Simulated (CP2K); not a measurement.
The system is BaS.

```
CELL_PARAMETERS angstrom
4.51664 0.00000 0.00000
2.25832 3.91153 0.00000
2.25832 1.30384 3.68782
ATOMIC_POSITIONS crystal
Ba 0.00000 0.00000 0.00000
S 0.50000 0.50000 0.50000
```

Base run:

| Quantity | Value |
| --- | --- |
| Program | CP2K 2026.2 |
| Functional | PBE |
| Potentials or basis | POTENTIAL_UZH Ba GTH-PBE-q10, S GTH-PBE-q6; TZVP-MOLOPT-PBE-GTH basis |
| Density cutoff | 6123 eV |
| k mesh | 7 × 7 × 7 |
| Occupations | fermi-dirac, width 0.05 eV |
| Spin | no spin polarisation |

Its results: band gap on the k mesh 2.19 eV, indirect (least direct gap 2.32 eV); pressure 1.3 GPa.

Task: After a change of settings the same cell gave: band gap on the k mesh 2.70 eV, indirect (least direct gap 2.87 eV); pressure 4.7 GPa. Which change was it?
A. potentials or basis from POTENTIAL_UZH Ba GTH-PBE-q10, S GTH-PBE-q6; TZVP-MOLOPT-PBE-GTH basis to POTENTIAL_UZH Ba GTH-PBE-q10, S GTH-PBE-q6; DZVP-MOLOPT-PBE-GTH basis; basis sets from Ba TZVP-MOLOPT-PBE-GTH-q10, S TZVP-MOLOPT-PBE-GTH-q6 to Ba DZVP-MOLOPT-PBE-GTH-q10, S DZVP-MOLOPT-PBE-GTH-q6
B. potentials or basis from POTENTIAL_UZH Ba GTH-PBE-q10, S GTH-PBE-q6; TZVP-MOLOPT-PBE-GTH basis to POTENTIAL_UZH Ba GTH-PBE-q10, S GTH-PBE-q6; ccGRB-D basis; basis sets from Ba TZVP-MOLOPT-PBE-GTH-q10, S TZVP-MOLOPT-PBE-GTH-q6 to Ba ccGRB-D-q10, S ccGRB-D-q6
C. potentials or basis from POTENTIAL_UZH Ba GTH-PBE-q10, S GTH-PBE-q6; TZVP-MOLOPT-PBE-GTH basis to POTENTIAL_UZH Ba GTH-PBE-q10, S GTH-PBE-q6; TZV2P-MOLOPT-PBE-GTH basis; basis sets from Ba TZVP-MOLOPT-PBE-GTH-q10, S TZVP-MOLOPT-PBE-GTH-q6 to Ba TZV2P-MOLOPT-PBE-GTH-q10, S TZV2P-MOLOPT-PBE-GTH-q6

Result: B.

Caveats: spin-orbit coupling is left out, which moves the levels of the heavy elements; an odd mesh through Γ misses points on the zone boundary, where band edges often lie; the basis of atomic orbitals isn't converged, which shifts pressures, moduli and gaps.
